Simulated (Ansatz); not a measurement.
# NaCl (Pm-3m) in Ansatz: notebook

The runs below take NaCl through band structure, single point, equation of state, with HSE06, PBE0.

Everything below comes from runs of Ansatz 0.2.0. Logs are shortened: lines on timing, memory, paths and dates and some standing lists are left out, and cuts for length are marked.

### Step 1. Starting point

Symmetry: Pm-3m, No. 221, cubic system. Conventional cell: a = 3.502 Å, b = 3.502 Å, c = 3.502 Å, α = 90.00°, β = 90.00°, γ = 90.00°. Around Cl (site symmetry m-3m) lie 8 Na at 3.03 Å. Na (site symmetry m-3m) is surrounded by 8 Cl at 3.03 Å.

Measurements of this composition are mostly on another form, of space group No. 225.

### Step 2. Band structure, HSE06

Input file input:

```
crystal:
  lattice:
    - [3.50219, 0.0, 0.0]
    - [0.0, 3.50219, 0.0]
    - [0.0, 0.0, 3.50219]
  atoms:
    - { symbol: Cl, position: [0.5, 0.5, 0.5] }
    - { symbol: Na, position: [0.0, 0.0, 0.0] }
hamiltonian:
  xc: hse06
  pseudopotentials: { kind: paw }
kpoints:
  mp_grid: { grid: [6, 6, 6] }
  band_path:
    path:
      - [[0.0, 0.0, 0.0], [0.0, 0.5, 0.0], [0.5, 0.5, 0.0], [0.0, 0.0, 0.0], [0.5, 0.5, 0.5], [0.0, 0.5, 0.0]]
      - [[0.5, 0.5, 0.0], [0.5, 0.5, 0.5]]
    npoints: 4
scf:
  occupations: { method: fermi_dirac, width: 0.05 }
  n_extra_bands: 6
output:
  forces: true
  stress: true
  eigenvalues: true
  fatbands: false
```

Potentials or basis: Ansatz PAW.

The program printed:

```text
[... 2 lines left out ...]
scf.n_extra_bands = 6 over 8 filled bands (N_el = 16.0): the run solves 14 bands
GPUs: using 1 of 1 available (devices: 1).
Engine: ansatz 0.2.0, x86_64-unknown-linux-gnu
Pseudopotentials: kind: paw
Pseudopotential: Cl, paw, valence charge 7, recommended cutoff 420 eV (normal), Cl.paw.azcp
Pseudopotential: Na, paw, valence charge 9, recommended cutoff 420 eV (normal), Na.paw.azcp
Functional definition: HSE06
  parameter a = 0.25
  parameter omega = 0.11/bohr
  exchange = pbe_x - a*pbe_x_sr(omega) + a*exact_x_sr(omega)
  correlation = pbe_c
device memory: the entry about to start is reckoned to put 0.4 GiB on a device that reports 64.2 GiB free (of which the cap on the GPU budget leaves the run 18.0 GiB)
GPU FFT provider: cuFFT
GPU libraries: cuBLAS 13.8.2, cuFFT 12.4.0, cuSOLVER 12.3.4
Crystal: 2 atoms, lattice volume = 42.956 Å³
Basis set: ecut = 420 eV, 847 PW (Γ), exchange–correlation on 48×48×48 points (8 copies of the dense FFT grid, shifted against one another)
Bands: 14, of which v1, the nominal top of the filled ones, is band 8 counted from 1 (7 counted from 0)
Symmetry: 48 space group operations
Space group: Pm-3m (ITA 221), of the structure as read, at distance tolerance 3.5e-5 Å
k-points: 20 of 216
Non-local potential: Cl, projectors of the file, l = 0: 2, l = 1: 2, l = 2: 2
Non-local potential: Na, projectors of the file, l = 0: 3, l = 1: 2, l = 2: 1
PAW form: soft (Blöchl's): semilocal exchange-correlation on the pseudo side does not see the compensation charge
PAW frozen core: Cl, regenerated for the run's functional, and the local potential with it (the file was generated under x = pbe(κ = 0.804, μ = 0.2195149727645171), c = pbe(β = 0.06672455060314922))
PAW frozen core: Na, regenerated for the run's functional, and the local potential with it (the file was generated under x = pbe(κ = 0.804, μ = 0.2195149727645171), c = pbe(β = 0.06672455060314922))
PAW one-centre angular grid: Cl, 110 points (default); XC on 64 Gauss nodes
PAW one-centre angular grid: Na, 110 points (default); XC on 96 Gauss nodes
Initial density: superposition of atomic densities (neutral atoms: chi_scale 0, normalization atom), corrected by the library's trained network
Initial wavefunctions: pseudopotential atomic-orbital guess
GPU buffer pool allocated for 13824 grid points (all kernels)
GPU transforms: local potential and band sums: pruned to the plane-wave sphere, on 24×24×24
Functional: x = pbe(κ = 0.804, μ = 0.2195149727645171), c = pbe(β = 0.06672455060314922), warm-up for x = pbe(κ = 0.804, μ = 0.2195149727645171) + 0.25 (exact − pbe) at short range (hse, ω = 0.20786987370883472 Å⁻¹), c = pbe(β = 0.06672455060314922); HSE06 as pw.x's `hse` composes it (authors' and Libxc's form: `xc: wpbeh`)
SCF iter   1: F=—  HF=-2569.243689 eV  |F-HF|=—  |Δ(HF+E_count)|=         —  Δρ=8.97e-4  dr2=4.69e-4  ethr=1.77e-3  ⟨swp⟩=2.0  Hψ=1896  notcnv=0
preconditioner: auto → none  [insulator: Δε(μ)=3.952 eV  Ē_g=14.784 eV  σ=0.050 eV  W_gap=1.00  n_scr=6 (ndim 8)  ℏωp=16.0 eV  f_vac=0.013  D(μ)=0.00/eV (n_scr^D=0)]
iter 2 solved again at ethr=5.29e-8 eV; its pass at ethr=2.93e-6 eV (dr2=8.46e-6 eV) is discarded
SCF iter   2: F=-2569.243530 eV  HF=-2569.243523 eV  |F-HF|=6.68e-6  |Δ(HF+E_count)|=   1.66e-4  Δρ=1.51e-4  dr2=8.41e-6  ethr=5.29e-8  ⟨swp⟩=2.1  Hψ=1011  notcnv=0  defer=2
SCF 1 stopped early in 2 iterations: F = -2569.243530 eV  dr2 = 8.41e-6
device memory: the entry about to start is reckoned to put 1.1 GiB on a device that reports 56.6 GiB free (of which the cap on the GPU budget leaves the run 18.0 GiB)
GPU FFT provider: cuFFT
GPU libraries: cuBLAS 13.8.2, cuFFT 12.4.0, cuSOLVER 12.3.4
Initial density: handed on by an earlier stage of this run
Initial wavefunctions: those handed on with the density
GPU buffer pool allocated for 13824 grid points (all kernels)
GPU transforms: local potential and band sums: pruned to the plane-wave sphere, on 24×24×24
Functional: x = pbe(κ = 0.804, μ = 0.2195149727645171) + 0.25 (exact − pbe) at short range (hse, ω = 0.20786987370883472 Å⁻¹), c = pbe(β = 0.06672455060314922); HSE06 as pw.x's `hse` composes it (authors' and Libxc's form: `xc: wpbeh`)
[... 1 line left out ...]
Frozen-core exchange: fock
[... 6 lines left out ...]
SCF 2 stopped early in 5 iterations: F = -2570.174180 eV  dr2 = 9.16e-7
hybrid outer 1: dexx = +2.035e-3 eV, tail = 7.33e-6 eV
GPU FFT provider: cuFFT
GPU libraries: cuBLAS 13.8.2, cuFFT 12.4.0, cuSOLVER 12.3.4
GPU buffer pool allocated for 13824 grid points (all kernels)
GPU transforms: local potential and band sums: pruned to the plane-wave sphere, on 24×24×24
[... 1 line left out ...]
Frozen-core exchange: fock
[... 1 line left out ...]
preconditioner: auto → none  [insulator: Δε(μ)=5.294 eV  Ē_g=16.703 eV  σ=0.050 eV  W_gap=1.00  n_scr=6 (ndim 8)  ℏωp=16.0 eV  f_vac=0.019  D(μ)=0.00/eV (n_scr^D=0)]
SCF iter   2: F=—  HF=-2570.174119 eV  |F-HF|=—  |Δ(HF+E_count)|=   1.99e-7  Δρ=5.99e-6  dr2=1.23e-8  ethr=2.85e-9  ⟨swp⟩=3.0  Hψ=565  notcnv=0
SCF iter   3: F=-2570.174120 eV  HF=-2570.174120 eV  |F-HF|=1.62e-9  |Δ(HF+E_count)|=   7.73e-8  Δρ=3.74e-6  dr2=3.54e-9  ethr=3.04e-11  ⟨swp⟩=4.3  Hψ=902  notcnv=0
SCF 3 converged in 3 iterations: F = -2570.174120 eV  dr2 = 3.54e-9
  Residual-converged pass: ⟨swp⟩=2.0  Hψ=368  notcnv=0  max |occ|·‖R‖ = 2.3e-6 eV (tolerance 2.4e-6 eV)  dr2=3.54e-9  dr2_onsite=4.69e-10  max |Δocc| = 0.0e0
hybrid outer 2: dexx = +8.342e-8 eV, tail = 9.36e-9 eV, Δε = 3.00e-3 eV (about 1.51e-4 eV left of the loop's levels)
device memory: the entry about to start is reckoned to put 0.3 GiB on a device that reports 57.1 GiB free (of which the cap on the GPU budget leaves the run 18.0 GiB)
NSCF: frozen V_eff on 26 k-points, pencils in batches of 32, up to order 64
hybrid SCF converged: 2 outer / 8 inner (+2 warm-up), last move |dexx| = 8.34e-8 eV, tail = 9.36e-9 eV
Stability not checked: this state was not tested for a lower state beside it, because the functional holds exact exchange (a hybrid, or Hartree-Fock), whose exchange loop this test does not read (fock_operator; see scf.lower_state_search)
Free energy (F): -2570.174120 eV
Frozen-core exchange: fock
Harris-Foulkes:  -2570.174120 eV  (|F-HF|=1.62e-9)
Internal energy: -2570.174120 eV  (E = F + TS)
E sigma→0 (E₀):  -2570.174120 eV
Fermi energy:    4.115912 eV
--- Per-component energies (eV) ---
  E_band       = -267.311021
  E_kinetic    = 283.124666
  E_local      = -1476.203277  (includes V_loc(G=0)·N_el)
  E_nonlocal   = 143.477154
  E_hartree    = 515.994651
  E_xc         = -118.191871
  E_vxc        = -138.273062  (∫ρ·V_xc dr)
  E_exx        = -58.357570  (= α·E_x^exact, valence–valence)
  E_paw        = -893.864899  (= ΣΔE_a)
  E_vpaw       = 5.287325  (= ΣTr[D̂ρ^β])
  E_aug_tail   = 0.000061  (compensation charges beyond the density's cutoff)
  E_ewald      = -966.007972
  E_core_change = -0.145062  (= ΣΔE_core)
  E_smearing   = -0.000000  (= −TS)
  E_closure    = 0.000000  (closes the sum)
  Σ components = -2570.174120   (vs F -2570.174120, Δ=0.00e0)
--- Forces (eV/Å), atoms counted from 1 ---
  atom   1  Cl     0.00000000     0.00000000     0.00000000
  atom   2  Na     0.00000000     0.00000000     0.00000000
  max |Σ_I F_I| component: 1.51e-26 eV/Å
--- Stress (GPa, compression-positive) ---
       -0.450169       0.000000       0.000000
        0.000000      -0.450169       0.000000
        0.000000       0.000000      -0.450169
  P = ⅓ Tr σ = -0.4502 GPa (-4.502 kbar)
--- Band table (eV; the first three rows and the last of 20) ---
  k-point 0: bands = ["-52.5837", "-22.7376", "-22.7376", "-22.7376", "-13.2046", "0.8902", "0.8902", "0.8902", "6.7150", "11.3033", "11.3033", "18.8149", "18.8149", "18.8149"]
  k-point 1: bands = ["-52.5833", "-22.7472", "-22.7367", "-22.7367", "-13.1141", "0.0726", "0.9512", "0.9512", "7.4519", "11.6164", "11.8785", "16.8256", "16.8256", "18.1716"]
  k-point 2: bands = ["-52.5826", "-22.7664", "-22.7348", "-22.7348", "-12.9229", "-1.1848", "1.0779", "1.0779", "8.7717", "12.1612", "12.4947", "15.2907", "15.2907", "17.2540"]
  k-point 19: bands = ["-52.5794", "-22.7618", "-22.7618", "-22.7618", "-12.2355", "-0.5756", "-0.5756", "-0.5756", "9.8425", "9.8425", "9.8425", "14.7406", "19.0469", "19.0469"]
```

Run time: 30 s. Hardware: 1 × NVIDIA H100 80GB HBM3 with 2 threads of AMD EPYC 7R13 (Zen 3), shared host; peak memory 2 GiB.

Results:

```yaml
Free_energy: -2570.1741 eV
Pressure: -0.5 GPa
Band_gap_on_the_k_mesh: 5.29 eV, indirect (least direct gap 5.82 eV)
Band_gap_along_the_path: 5.29 eV, indirect (least direct gap 5.82 eV)
```

Levels at the corners of the path, in eV from the valence-band top:
```tsv
point	band 5	band 6	band 7	band 8	band 9	band 10	band 11	band 12
Γ	-14.63	-0.53	-0.53	-0.53	5.29	9.88	9.88	17.39
X	-14.24	-3.13	-0.28	-0.28	8.27	10.11	11.89	13.31
M	-13.95	-2.44	-2.44	0.00	6.84	11.30	12.57	12.57
Γ	-14.63	-0.53	-0.53	-0.53	5.29	9.88	9.88	17.39
R	-13.66	-2.00	-2.00	-2.00	8.42	8.42	8.42	13.32
X	-14.24	-3.13	-0.28	-0.28	8.27	10.11	11.89	13.31
M	-13.95	-2.44	-2.44	0.00	6.84	11.30	12.57	12.57
R	-13.66	-2.00	-2.00	-2.00	8.42	8.42	8.42	13.32
```

Caveat: the PAW data sets come from PBE, with cores solved anew for the run's functional, which leaves a small shift of forces and pressure; the thresholds are loose for stress.

### Step 3. Band structure, PBE0

Edit input of step 2 so:

```diff
@@ -9,3 +9,3 @@
 hamiltonian:
-  xc: hse06
+  xc: pbe0
   pseudopotentials: { kind: paw }
```

Potentials or basis: Ansatz PAW.

It took 20 s on 1 × NVIDIA H100 80GB HBM3 with 2 threads of AMD EPYC 7R13 (Zen 3), shared host; peak memory 2 GiB.

The run converged. Its results:

```yaml
Free_energy: -2570.5360 eV
Pressure: -0.5 GPa
Band_gap_on_the_k_mesh: 6.01 eV, indirect (least direct gap 6.54 eV)
Band_gap_along_the_path: 6.01 eV, indirect (least direct gap 6.54 eV)
```

Levels at the corners of the path, in eV from the valence-band top:
```tsv
point	band 6	band 7	band 8	band 9	band 10	band 11
Γ	-0.53	-0.53	-0.53	6.01	10.62	10.62
X	-3.17	-0.28	-0.28	9.00	10.87	12.65
M	-2.46	-2.46	0.00	7.58	12.05	13.32
Γ	-0.53	-0.53	-0.53	6.01	10.62	10.62
R	-2.01	-2.01	-2.01	9.16	9.16	9.16
X	-3.17	-0.28	-0.28	9.00	10.87	12.65
M	-2.46	-2.46	0.00	7.58	12.05	13.32
R	-2.01	-2.01	-2.01	9.16	9.16	9.16
```

Caveat: the PAW data sets come from PBE, with cores solved anew for the run's functional, which leaves a small shift of forces and pressure; the thresholds are loose for stress.

### Step 4. Single point, HSE06, 20.19 Å³/atom (volume scaled by 0.94)

Input file input:

```
crystal:
  lattice:
    - [3.4306966741, 0.0, 0.0]
    - [0.0, 3.4306966741, 0.0]
    - [0.0, 0.0, 3.4306966741]
  atoms:
    - { symbol: Cl, position: [0.5, 0.5, 0.5] }
    - { symbol: Na, position: [0.0, 0.0, 0.0] }
hamiltonian:
  xc: hse06
  pseudopotentials: { kind: paw }
kpoints:
  mp_grid: { grid: [4, 4, 4] }
scf:
  occupations: { method: fermi_dirac, width: 0.05 }
output:
  forces: true
  stress: true
  eigenvalues: true
```

Run time: 7 s. Hardware: 1 × NVIDIA H100 80GB HBM3 with 2 threads of AMD EPYC 7R13 (Zen 3), shared host; peak memory 1.2 GiB.

It converged, with:

| Item | Value |
| --- | --- |
| Free energy | -2570.1593 eV |
| Pressure | 1.5 GPa |
| Band gap on the k mesh | 5.53 eV, indirect (least direct gap 6.12 eV) |

Caveat: the k mesh is coarse (spacing up to 0.46 Å⁻¹), so the values aren't converged, least of all with exact exchange; the PAW data sets come from PBE, with cores solved anew for the run's functional, which leaves a small shift of forces and pressure; the thresholds are loose for stress.

### Step 5. Single point, HSE06, 20.62 Å³/atom (volume scaled by 0.96)

Edit input of step 4 so:

```diff
@@ -2,5 +2,5 @@
   lattice:
-    - [3.4306966741, 0.0, 0.0]
-    - [0.0, 3.4306966741, 0.0]
-    - [0.0, 0.0, 3.4306966741]
+    - [3.4548573058, 0.0, 0.0]
+    - [0.0, 3.4548573058, 0.0]
+    - [0.0, 0.0, 3.4548573058]
   atoms:
```

Run time: 6.6 s. Hardware: 1 × NVIDIA H100 80GB HBM3 with 2 threads of AMD EPYC 7R13 (Zen 3), shared host; peak memory 1.2 GiB.

Results (log left out):

- Free energy: -2570.1652 eV
- Pressure: 0.8 GPa
- Band gap on the k mesh: 5.45 eV, indirect (least direct gap 6.01 eV)

Caveat: the k mesh is coarse (spacing up to 0.45 Å⁻¹), so the values aren't converged, least of all with exact exchange; the PAW data sets come from PBE, with cores solved anew for the run's functional, which leaves a small shift of forces and pressure; the thresholds are loose for stress.

### Step 6. Single point, HSE06, 21.05 Å³/atom (volume scaled by 0.98)

Edit input of step 5 so:

```diff
@@ -2,5 +2,5 @@
   lattice:
-    - [3.4548573058, 0.0, 0.0]
-    - [0.0, 3.4548573058, 0.0]
-    - [0.0, 0.0, 3.4548573058]
+    - [3.4786846609, 0.0, 0.0]
+    - [0.0, 3.4786846609, 0.0]
+    - [0.0, 0.0, 3.4786846609]
   atoms:
@@ -19 +19,5 @@
   eigenvalues: true
+  write_density: true
+  write_potential: true
+  elf: true
+  volumetric_format: npy
```

Potentials or basis: Ansatz PAW.

Run time: 11 s. Hardware: 1 × NVIDIA H100 80GB HBM3 with 2 threads of AMD EPYC 7R13 (Zen 3), shared host; peak memory 1.2 GiB.

The run converged. Its results:

```yaml
Free_energy: -2570.1677 eV
Pressure: 0.2 GPa
Band_gap_on_the_k_mesh: 5.37 eV, indirect (least direct gap 5.92 eV)
```

Caveat: the k mesh is coarse (spacing up to 0.45 Å⁻¹), so the values aren't converged, least of all with exact exchange; the PAW data sets come from PBE, with cores solved anew for the run's functional, which leaves a small shift of forces and pressure; the thresholds are loose for stress.

### Step 7. Single point, HSE06, 21.48 Å³/atom

Input file input:

```
crystal:
  lattice:
    - [3.50219, 0.0, 0.0]
    - [0.0, 3.50219, 0.0]
    - [0.0, 0.0, 3.50219]
  atoms:
    - { symbol: Cl, position: [0.5, 0.5, 0.5] }
    - { symbol: Na, position: [0.0, 0.0, 0.0] }
hamiltonian:
  xc: hse06
  pseudopotentials: { kind: paw }
kpoints:
  mp_grid: { grid: [4, 4, 4] }
scf:
  occupations: { method: fermi_dirac, width: 0.05 }
output:
  forces: true
  stress: true
  eigenvalues: true
```

Run time: 8.1 s. Hardware: 1 × NVIDIA H100 80GB HBM3 with 2 threads of AMD EPYC 7R13 (Zen 3), shared host; peak memory 1.3 GiB.

The run converged. Its results:

* Free energy: -2570.1672 eV
* Pressure: -0.4 GPa
* Band gap on the k mesh: 5.30 eV, indirect (least direct gap 5.83 eV)

Caveat: the k mesh is coarse (spacing up to 0.45 Å⁻¹), so the values aren't converged, least of all with exact exchange; the PAW data sets come from PBE, with cores solved anew for the run's functional, which leaves a small shift of forces and pressure; the thresholds are loose for stress.

### Step 8. Single point, HSE06, 21.91 Å³/atom (volume scaled by 1.02)

Edit input of step 7 so:

```diff
@@ -2,5 +2,5 @@
   lattice:
-    - [3.50219, 0.0, 0.0]
-    - [0.0, 3.50219, 0.0]
-    - [0.0, 0.0, 3.50219]
+    - [3.5253839872, 0.0, 0.0]
+    - [0.0, 3.5253839872, 0.0]
+    - [0.0, 0.0, 3.5253839872]
   atoms:
```

Wall time 13 s (1 × NVIDIA H100 80GB HBM3 with 2 threads of AMD EPYC 7R13 (Zen 3), shared host); peak memory 1.3 GiB.

The run converged. Its results:

```yaml
Free_energy: -2570.1640 eV
Pressure: -0.8 GPa
Band_gap_on_the_k_mesh: 5.23 eV, indirect (least direct gap 5.74 eV)
```

Caveat: the k mesh is coarse (spacing up to 0.45 Å⁻¹), so the values aren't converged, least of all with exact exchange; the PAW data sets come from PBE, with cores solved anew for the run's functional, which leaves a small shift of forces and pressure; the thresholds are loose for stress.

### Step 9. Single point, HSE06, 22.34 Å³/atom (volume scaled by 1.04)

Edit input of step 8 so:

```diff
@@ -2,5 +2,5 @@
   lattice:
-    - [3.5253839872, 0.0, 0.0]
-    - [0.0, 3.5253839872, 0.0]
-    - [0.0, 0.0, 3.5253839872]
+    - [3.5482767325, 0.0, 0.0]
+    - [0.0, 3.5482767325, 0.0]
+    - [0.0, 0.0, 3.5482767325]
   atoms:
```

Potentials or basis: Ansatz PAW.

Wall time 14 s (1 × NVIDIA H100 80GB HBM3 with 2 threads of AMD EPYC 7R13 (Zen 3), shared host); peak memory 1.3 GiB.

It converged, with:

```yaml
Free_energy: -2570.1583 eV
Pressure: -1.3 GPa
Band_gap_on_the_k_mesh: 5.16 eV, indirect (least direct gap 5.66 eV)
```

Caveat: the k mesh is coarse (spacing up to 0.44 Å⁻¹), so the values aren't converged, least of all with exact exchange; the PAW data sets come from PBE, with cores solved anew for the run's functional, which leaves a small shift of forces and pressure; the thresholds are loose for stress.

### Step 10. Single point, HSE06, 22.77 Å³/atom (volume scaled by 1.06)

Edit input of step 9 so:

```diff
@@ -2,5 +2,5 @@
   lattice:
-    - [3.5482767325, 0.0, 0.0]
-    - [0.0, 3.5482767325, 0.0]
-    - [0.0, 0.0, 3.5482767325]
+    - [3.5708778306, 0.0, 0.0]
+    - [0.0, 3.5708778306, 0.0]
+    - [0.0, 0.0, 3.5708778306]
   atoms:
```

Run time: 13 s. Hardware: 1 × NVIDIA H100 80GB HBM3 with 2 threads of AMD EPYC 7R13 (Zen 3), shared host; peak memory 1.3 GiB.

It converged, with:

```yaml
Free_energy: -2570.1505 eV
Pressure: -1.6 GPa
Band_gap_on_the_k_mesh: 5.10 eV, indirect (least direct gap 5.58 eV)
```

Caveat: the k mesh is coarse (spacing up to 0.44 Å⁻¹), so the values aren't converged, least of all with exact exchange; the PAW data sets come from PBE, with cores solved anew for the run's functional, which leaves a small shift of forces and pressure; the thresholds are loose for stress.

### Step 11. Equation of state, HSE06

Potentials or basis: Ansatz PAW.

This step only gathers the single runs of the series.

What came out:

| Quantity | Value |
| --- | --- |
| Equilibrium volume | 21.18 Å³/atom |
| Bulk modulus | 27 GPa |
| Pressure derivative of the bulk modulus | 4.7 |

Energy against volume, from the lowest point:
```
volume (Å³/atom)  energy (meV/atom)
          20.189               4.24
          20.619               1.26
          21.048               0.00
          21.478               0.26
          21.907               1.88
          22.337               4.72
          22.766               8.63
```

Caveat: the k mesh is coarse (spacing up to 0.45 Å⁻¹), so the values aren't converged, least of all with exact exchange; the PAW data sets were made with another functional, which shifts forces and pressure a little.

### Step 12. Summary

| task | level | k mesh | points for each segment of the path | mesh quality | gap on the mesh (eV) | pressure (GPa) |
| --- | --- | --- | --- | --- | --- | --- |
| band structure | HSE06 | 6 × 6 × 6 | 4 | not flagged | 5.29 | -0.5 |
| band structure | PBE0 | 6 × 6 × 6 | 4 | not flagged | 6.01 | -0.5 |
| equation of state | HSE06 | 4 × 4 × 4 | - | coarse | - | - |

Alike in all rows: potentials or basis Ansatz PAW; no spin polarisation; cell as given; cutoff (eV) 420; smearing fermi-dirac 0.05 eV.

Caveats: some runs use coarse meshes; the PAW data sets come from PBE, with cores solved anew for the run's functional, which leaves a small shift of forces and pressure (some runs); the thresholds are loose for stress (some runs); the PAW data sets were made with another functional, which shifts forces and pressure a little (some runs).

Absolute energies hang on the potentials; compare differences alone.
